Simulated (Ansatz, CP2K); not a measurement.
**Pb: 3 runs at one level of theory**

```xyz
2
Lattice="3.4800 0.0000 0.0000 -1.7400 3.0138 0.0000 0.0000 0.0000 5.5900" Properties=species:S:1:pos:R:3 pbc="T T T"
Pb    1.7400    1.0046    4.1925
Pb    0.0000    2.0092    1.3975
```

This isn't the form of Pb at room conditions, which is fcc.

Alike in all runs: task band structure; functional LDA; k mesh 9 × 9 × 5; occupations fermi-dirac, width 0.05 eV; no spin polarisation; no spin-orbit coupling. LDA stands for any of its common fits. Pressure is positive in compression and, in plane waves, holds the error of the finite cutoff, which Ansatz's Pulay term estimates and takes out.

```json
{"program and potentials": "Ansatz, Ansatz PAW", "plane-wave cutoff (eV)": "420", "notes": "potentials made for PBE, which Ansatz adapts in part; 14 valence electrons an atom on average; Pulay term of +0.02 GPa included", "pressure (GPa)": "-0.56"}
{"program and potentials": "Ansatz, all-electron LAPW, scalar-relativistic", "plane-wave cutoff (eV)": "-", "notes": "-", "pressure (GPa)": "-0.56"}
{"program and potentials": "CP2K, GTH_POTENTIALS Pb GTH-PADE-q4; TZVP-MOLOPT-PBE-GTH basis", "plane-wave cutoff (eV)": "-", "notes": "atomic basis; 4 valence electrons an atom on average", "pressure (GPa)": "-1.76"}
```

The pressure spans -1.76 (CP2K, GTH_POTENTIALS Pb GTH-PADE-q4; TZVP-MOLOPT-PBE-GTH basis) to -0.56 GPa (Ansatz, all-electron LAPW, scalar-relativistic), with all-electron results at -0.56. Rows in atomic bases carry the error of their basis and grid, which can be large.

Differences between rows come from potentials, basis sets and numerical settings, since the functional is the same but for its coding. Runs on potential files found faulty are left out.
